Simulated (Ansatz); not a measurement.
## Pd: energy less free atoms and pressure against volume per atom

Results calculated with Ansatz 0.2.0, not measured. Periodic Kohn-Sham DFT of a crystal at fixed atoms; pressure and stress are positive in compression; the energy is the free energy less that of spherical unpolarised free atoms; site moments are those in the method's own spheres, positive along +z.

Cell of the first row (space group P6_3/mmc, No. 194):
```
cell vectors (Å)
   2.7180     0.0000     0.0000
  -1.3590     2.3539     0.0000
   0.0000     0.0000     4.5327
atoms (fractions of the cell vectors)
Pd  0.33333  0.66667  0.25000
Pd  0.66667  0.33333  0.75000
```

Settings of every row: method all-electron LAPW; functional PBE; relativity scalar; k mesh 15x15x8; filling fermi-dirac; smearing width 0.08 eV; basis error target 0.25 meV/atom; nucleus gaussian.

Atom start moment: 0 on all atoms.

Limits: the cell comes from a prototype or a list of computed structures and needn't be the stable phase.

```csv
row,volume per atom (Å³),energy less free atoms (eV/atom),pressure (GPa)
1,14.499,-3.6808,11.863
2,15.108,-3.7091,3.41
3,15.417,?,?
4,15.725,-3.709,-3.2
5,16.342,-3.6864,-8.273
```

Question: what energy less free atoms and pressure should row 3 give?

Worked fit of energy less free atoms. Take u = (V_r/V)^(2/3) − 1 with V_r = 15.416 Å³ an atom, which is twice the finite (Eulerian) strain; such expansions in the strain, on which the Birch-Murnaghan equation of state is built, carry the rest volume and the bulk modulus. The shown rows have u = 0.04173, 0.01355, -0.01314, -0.03814. Least squares give energy less free atoms = −3.71225 + 0.0041 × u + 17.928 × u² eV/atom; a straight line predicts inner rows, each left out in turn, worse (root mean square 0.018 against 0.00045 eV/atom). The rows lie off it by 0.0001, -0.0002, 0.0002, -0.0001. Its lowest point lies at u = -0.0001, or V = 15.42 Å³ an atom, and the curvature there gives the bulk modulus at fixed shape and fractions, B = (4/9)(1 + u)² E″(u)/V = 166 GPa. Letting shape and atoms relax would as a rule lower it, by much in layered, chain or molecular crystals. The withheld row has u = -4e-05, so the fit gives −3.71225 + 0.0041 × (-4e-05) + 17.928 × (-4e-05)² = -3.7123 eV/atom.

The calculation gave -3.7122 eV/atom. The fit lies 0.0001 eV/atom (0.32 % of the column's range) below it, one unit of the last digit.

Worked fit of pressure. Take u = (V_r/V)^(2/3) − 1 with V_r = 15.416 Å³ an atom, which is twice the finite (Eulerian) strain; such expansions in the strain, on which the Birch-Murnaghan equation of state is built, carry the rest volume and the bulk modulus. The shown rows have u = 0.04173, 0.01355, -0.01314, -0.03814. Least squares give pressure = −0.1091 + 248.677 × u + 912.55 × u² GPa; a straight line predicts inner rows, each left out in turn, worse (root mean square 0.92 against 0.041 GPa). The rows lie off it by 0.006, -0.018, 0.019, -0.007 (root mean square 0.014 GPa). The pressure vanishes at u = 0.0004, or V = 15.41 Å³ an atom, and there the bulk modulus at fixed shape and fractions is B = −V dP/dV = (2/3)(1 + u) dP/du = 166 GPa. Letting shape and atoms relax would as a rule lower it, by much in layered, chain or molecular crystals. The withheld row has u = -4e-05, so the fit gives −0.1091 + 248.677 × (-4e-05) + 912.55 × (-4e-05)² = -0.119 GPa.

The calculation gave -0.111 GPa. The fit lies 0.008 GPa (7.2 % of the value, 0.04 % of the column's range) below it; its largest miss of a shown row is 0.019 GPa.
